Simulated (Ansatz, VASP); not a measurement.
Ba in VASP and in Ansatz

```
Ba
1.0
     4.31161    0.00000    0.00000
    -2.15581    3.73397    0.00000
     0.00000    0.00000    3.91341
Ba
1
Direct
  0.00000 0.00000 0.00000
```

This isn't the form of Ba at room conditions, which is bcc.

Alike in both runs: task single point; functional LDA; k mesh 15 × 15 × 12; occupations gaussian, width 0.15 eV; no spin polarisation.

```csv
,VASP,Ansatz
version,VASP 6.6.1,Ansatz 0.2.0
potentials or method,"VASP PAW LDA potentials, release 64 (Ba_sv)","scalar-relativistic, plane waves, PAW"
plane-wave cutoff (eV),520,420
valence electrons in the cell,10,10
```

```tsv
	VASP	Ansatz	Ansatz less VASP
gap on the k mesh at the Fermi level (eV)	none	none	-
pressure (GPa)	-1.3	-1.3	-0.06
largest component of the traceless stress (GPa)	0.50	0.47	-0.032
```

A gap of «none» marks a metal or a gap that the smearing closes.

Spin-orbit coupling is left out, which matters for the levels of Ba.
